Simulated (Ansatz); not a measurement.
Here is an Ansatz 0.2.0 calculation.

The input input.yaml:

```yaml
crystal:
  lattice:
    - [-1.51435, 1.51435, 1.51435]
    - [1.51435, -1.51435, 1.51435]
    - [1.51435, 1.51435, -1.51435]
  atoms:
    - { symbol: V, position: [0.0, 0.0, 0.0], spin: 2.0 }
kpoints:
  mp_grid: { grid: [12, 12, 12] }
scf:
  occupations: { method: gaussian, width: 0.018 }
hamiltonian:
  xc: pbe
  pseudopotentials: { kind: all_electron, lapw: { basis_error: 0.001 } }
magnetization:
  spin_polarized: true
output:
  forces: true
  stress: true
  eigenvalues: true
```

Potentials or basis: all-electron LAPW, scalar-relativistic.

Run with:

```bash
$ ansatz run input.yaml --threads 2 --pin off --max-ram 6144MiB --backend cpu --events-out ev --progress --plain --runs-dir out
```

**Question.** Predict the band gap on the k mesh.

**Answer.** None (metal or under the smearing width).

**Question.** Estimate the absolute moment.

**Answer.** 0.12 μB per cell.

Caveat: the starting moments weren't kept.
